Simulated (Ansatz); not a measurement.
# HgTe (F-43m), two-dimensional strain map

Theory: DFT PBE, scalar-relativistic, plane waves, PAW in Ansatz. The runs took a 420 eV cutoff, a Γ-centred 14×14×14 mesh and Gaussian smearing (0.15 eV). Spin–orbit coupling is left out, which can shift energies with elements as heavy as these. No spin polarisation. Energies are free energies at this smearing, counted from the undisturbed cell; pressure is positive in compression.

The starting cell (as given, not relaxed at this level; it stands at 4.1 GPa):

```
Hg Te
1.0
     0.00000    3.22350    3.22350
     3.22350    0.00000    3.22350
     3.22350    3.22350    0.00000
Hg Te
1 1
Cartesian
  0.0000 0.0000 0.0000
  4.8353 4.8353 4.8353
```

The cell is strained by p along both x and y and by q along z, fractional coordinates fixed. Points are written (p, q).

Energy above the undisturbed cell in meV/atom (a dash: not computed):

| p \ q | -0.030 | -0.015 | 0.000 | 0.015 | 0.030 |
| --- | --- | --- | --- | --- | --- |
| -0.030 | ? | 97.2 | 72.9 | 52.1 | 34.8 |
| -0.015 | 72.1 | 49.7 | 30.8 | 15.0 | 2.4 |
| 0.000 | 31.5 | ? | 0.0 | -11.3 | ? |
| 0.015 | 2.2 | -10.6 | -20.6 | -28.0 | -32.8 |
| 0.030 | -17.1 | -25.8 | -32.1 | -36.0 | ? |

Problem. Fill in the withheld energies.

Solution. (-0.030, -0.030): 125.3; (0.000, -0.015): 14.2; (0.000, 0.030): -19.8; (0.030, 0.030): -37.7.